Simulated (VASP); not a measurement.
# SnSe (Pnma) in VASP: further runs, part 2 of 3

VASP 6.6.1. Earlier steps stand in the parts before.

## 3. Relaxation of cell and atoms, PBE+D3(BJ)

This run uses another cell than the first one, of 26.68 Å³/atom, 0.948 times its volume.

File INCAR:

```
PREC = Accurate ; ENCUT = 600
EDIFF = 1E-6 ; ISMEAR = 0
SIGMA = 0.03 ; LREAL = F
LASPH = T ; NELM = 80
ALGO = Normal ; ISIF = 3
LWAVE = F ; LCHARG = F
GGA = PE ; IVDW = 12
IBRION = 2 ; NSW = 90
EDIFFG = -0.01 ; KPAR = 2
```

File KPOINTS:

```
regular mesh
0
Gamma
  4 8 8
```

File POSCAR:

```
SnSe
1.0
   11.4200000000      0.0000000000      0.0000000000
    0.0000000000      4.1900000000      0.0000000000
    0.0000000000      0.0000000000      4.4600000000
Sn Se
4 4
Direct
    0.1230000000      0.2500000000      0.0910000000
    0.3770000000      0.7500000000      0.5910000000
    0.6230000000      0.2500000000      0.4090000000
    0.8770000000      0.7500000000      0.9090000000
    0.3570000000      0.2500000000      0.0160000000
    0.1430000000      0.7500000000      0.5160000000
    0.8570000000      0.2500000000      0.4840000000
    0.6430000000      0.7500000000      0.9840000000
```

Potentials or basis: VASP PAW PBE potentials, release 64 (Sn_d, Se).

The run is started by

```
> cat potpaw_PBE.64/Sn_d/POTCAR potpaw_PBE.64/Se/POTCAR > POTCAR
> mpirun -np 2 vasp_std > vasp.out
```

It took 53 min on 2 MPI ranks of Intel Xeon Platinum 8488C (Sapphire Rapids), shared host; peak memory 0.88 GiB.

Results (log left out):

```
Free energy                            : -35.7314 eV
Relaxed volume                         : 26.23 Å³/atom
Relaxed cell                           : a = 11.495 Å, b = 4.177 Å, c = 4.370 Å, α = 90.00°, β = 90.00°, γ = 90.00°
Space group after relaxing (to 0.05 Å) : Pnma (No. 62)
Energy gained by relaxing              : 7.1 meV/atom
Ionic steps                            : 18
Pressure after relaxing                : 0.0 GPa
Largest force after relaxing           : 0.009 eV/Å
Band gap on the k mesh                 : 0.53 eV, indirect (least direct gap 0.81 eV)
Dispersion energy per atom             : -0.369 eV
```

Forces on the atoms (eV/Å):
```
Sn  -0.007  0.000  0.006
Sn   0.007  0.000  0.006
Sn  -0.007  0.000 -0.006
Sn   0.007  0.000 -0.006
Se   0.001  0.000  0.002
Se  -0.001  0.000  0.002
Se   0.001  0.000 -0.002
Se  -0.001  0.000 -0.002
```

The path:
```csv
step,energy change (eV),largest force (eV/Å),pressure (GPa),volume (Å³)
1,0.0000,0.3326,0.24,213.41
2,-0.0384,0.0662,-0.48,214.60
3,-0.0388,0.0889,-0.43,214.48
4,-0.0446,0.1063,-0.05,212.42
5,-0.0459,0.1207,0.23,210.93
6,-0.0504,0.0911,0.19,210.47
7,-0.0554,0.0199,0.08,209.10
8,-0.0555,0.0183,0.08,209.27
9,-0.0559,0.0287,-0.01,209.72
10,-0.0559,0.0332,-0.07,209.91
11,-0.0559,0.0314,-0.05,209.84
12,-0.0562,0.0247,-0.04,209.83
13,-0.0564,0.0174,-0.01,209.83
14,-0.0563,0.0160,0.04,209.82
15,-0.0564,0.0144,0.01,209.83
16,-0.0565,0.0110,-0.01,209.88
17,-0.0565,0.0102,-0.01,209.88
18,-0.0566,0.0091,-0.01,209.84
```

Final structure:
```cif
data_structure
_symmetry_space_group_name_H-M 'P 1'
_symmetry_Int_Tables_number 1
_cell_length_a 11.4951
_cell_length_b 4.1770
_cell_length_c 4.3704
_cell_angle_alpha 90.000
_cell_angle_beta 90.000
_cell_angle_gamma 90.000
_cell_volume 209.84
loop_
_atom_site_label
_atom_site_type_symbol
_atom_site_fract_x
_atom_site_fract_y
_atom_site_fract_z
_atom_site_occupancy
Sn1 Sn 0.11835 0.25000 0.08923 1
Sn2 Sn 0.38165 0.75000 0.58923 1
Sn3 Sn 0.61835 0.25000 0.41077 1
Sn4 Sn 0.88165 0.75000 0.91077 1
Se1 Se 0.35732 0.25000 0.02052 1
Se2 Se 0.14268 0.75000 0.52052 1
Se3 Se 0.85732 0.25000 0.47948 1
Se4 Se 0.64268 0.75000 0.97948 1
```

Levels at points of the mesh, in eV from the valence-band top:
| k point | band 38 | band 39 | band 40 | band 41 | band 42 | band 43 |
| --- | --- | --- | --- | --- | --- | --- |
| (0.00, 0.00, 0.00) | -1.34 | -0.73 | -0.59 | 0.53 | 3.00 | 3.15 |
| (0.50, 0.00, 0.00) | -1.94 | -0.61 | -0.61 | 2.55 | 2.55 | 2.79 |
| (0.00, 0.50, 0.00) | -1.02 | -0.63 | -0.63 | 0.92 | 0.92 | 1.39 |
| (0.50, 0.50, 0.00) | -0.91 | -0.91 | -0.91 | 1.41 | 1.41 | 1.41 |
| (0.00, 0.00, 0.50) | -0.78 | -0.27 | -0.27 | 1.21 | 1.21 | 1.41 |
| (0.50, 0.00, 0.50) | -0.46 | -0.24 | -0.24 | 1.15 | 1.15 | 1.47 |
| (0.00, 0.50, 0.50) | -2.34 | -1.56 | -1.56 | 2.62 | 2.62 | 3.00 |
| (0.50, 0.50, 0.50) | -1.62 | -1.62 | -1.62 | 2.40 | 2.40 | 2.40 |

Caveat: spin-orbit coupling is left out, which moves the levels of the heavy elements. A k mesh can miss the band edges.

## 4. Relaxation of cell and atoms, PBE+D3(BJ)

This run uses another cell than the first one, of 26.68 Å³/atom, 0.948 times its volume.

File INCAR:

```
SYSTEM = SnSe
PREC = Accurate ; ENCUT = 600
EDIFF = 1E-6 ; ISMEAR = 0
SIGMA = 0.03 ; LREAL = .FALSE.
LASPH = .TRUE. ; NELM = 80
ALGO = Normal ; ISIF = 3
LWAVE = .FALSE. ; LCHARG = .FALSE.
GGA = PE ; IVDW = 12
IBRION = 2 ; NSW = 90
EDIFFG = -0.01 ; KPAR = 4
```

File KPOINTS:

```
Automatic mesh
0
G
  4 8 8
  0 0 0
```

POSCAR is that of step 3.

The run is started by

```
> cat potpaw_PBE.64/Sn_d/POTCAR potpaw_PBE.64/Se/POTCAR > POTCAR
> mpirun -np 4 vasp_std > vasp.out
```

It took 22 min on 4 MPI ranks of Intel Xeon 6975P-C (Granite Rapids), shared host; peak memory 0.9 GiB.

It converged, with:

```yaml
Free_energy: -35.7314 eV
Relaxed_volume: 26.23 Å³/atom
Relaxed_cell: a = 11.495 Å, b = 4.177 Å, c = 4.370 Å, α = 90.00°, β = 90.00°, γ = 90.00°
Space_group_after_relaxing_to_0.05_Å: Pnma (No. 62)
Energy_gained_by_relaxing: 7.1 meV/atom
Ionic_steps: 18
Pressure_after_relaxing: 0.0 GPa
Largest_force_after_relaxing: 0.009 eV/Å
Band_gap_on_the_k_mesh: 0.53 eV, indirect (least direct gap 0.81 eV)
Dispersion_energy_per_atom: -0.369 eV
```

Forces on the atoms (eV/Å):
```
Sn  -0.007  0.000  0.006
Sn   0.007  0.000  0.006
Sn  -0.007  0.000 -0.006
Sn   0.007  0.000 -0.006
Se   0.001  0.000  0.002
Se  -0.001  0.000  0.002
Se   0.001  0.000 -0.002
Se  -0.001  0.000 -0.002
```

The path:
```
step  energy change (eV)  largest force (eV/Å)  pressure (GPa)  volume (Å³)
   1              0.0000                0.3326            0.24       213.41
   2             -0.0384                0.0662           -0.48       214.60
   3             -0.0388                0.0889           -0.43       214.48
   4             -0.0446                0.1063           -0.05       212.42
   5             -0.0459                0.1207            0.23       210.93
   6             -0.0504                0.0911            0.19       210.47
   7             -0.0554                0.0199            0.08       209.10
   8             -0.0555                0.0183            0.08       209.27
   9             -0.0559                0.0287           -0.01       209.72
  10             -0.0559                0.0332           -0.07       209.91
  11             -0.0559                0.0314           -0.05       209.84
  12             -0.0562                0.0247           -0.04       209.83
  13             -0.0564                0.0174           -0.01       209.83
  14             -0.0563                0.0160            0.04       209.82
  15             -0.0564                0.0144            0.01       209.83
  16             -0.0565                0.0110           -0.01       209.88
  17             -0.0565                0.0102           -0.01       209.88
  18             -0.0566                0.0091           -0.01       209.84
```

Final structure:
```
CELL_PARAMETERS angstrom
11.49512 0.00000 0.00000
0.00000 4.17702 0.00000
0.00000 0.00000 4.37037
ATOMIC_POSITIONS crystal
Sn 0.11835 0.25000 0.08923
Sn 0.38165 0.75000 0.58923
Sn 0.61835 0.25000 0.41077
Sn 0.88165 0.75000 0.91077
Se 0.35732 0.25000 0.02052
Se 0.14268 0.75000 0.52052
Se 0.85732 0.25000 0.47948
Se 0.64268 0.75000 0.97948
```

Levels at points of the mesh, in eV from the valence-band top:
| k point | band 37 | band 38 | band 39 | band 40 | band 41 | band 42 | band 43 | band 44 |
| --- | --- | --- | --- | --- | --- | --- | --- | --- |
| (0.00, 0.00, 0.00) | -1.64 | -1.34 | -0.73 | -0.59 | 0.53 | 3.00 | 3.15 | 3.17 |
| (0.50, 0.00, 0.00) | -1.94 | -1.94 | -0.61 | -0.61 | 2.55 | 2.55 | 2.79 | 2.79 |
| (0.00, 0.50, 0.00) | -1.02 | -1.02 | -0.63 | -0.63 | 0.92 | 0.92 | 1.39 | 1.39 |
| (0.50, 0.50, 0.00) | -0.91 | -0.91 | -0.91 | -0.91 | 1.41 | 1.41 | 1.41 | 1.41 |
| (0.00, 0.00, 0.50) | -0.78 | -0.78 | -0.27 | -0.27 | 1.21 | 1.21 | 1.41 | 1.41 |
| (0.50, 0.00, 0.50) | -0.46 | -0.46 | -0.24 | -0.24 | 1.15 | 1.15 | 1.47 | 1.47 |
| (0.00, 0.50, 0.50) | -2.34 | -2.34 | -1.56 | -1.56 | 2.62 | 2.62 | 3.00 | 3.00 |
| (0.50, 0.50, 0.50) | -1.62 | -1.62 | -1.62 | -1.62 | 2.40 | 2.40 | 2.40 | 2.40 |

Caveat: spin-orbit coupling is left out, which moves the levels of the heavy elements.

(Continued in part 3 of 3.)
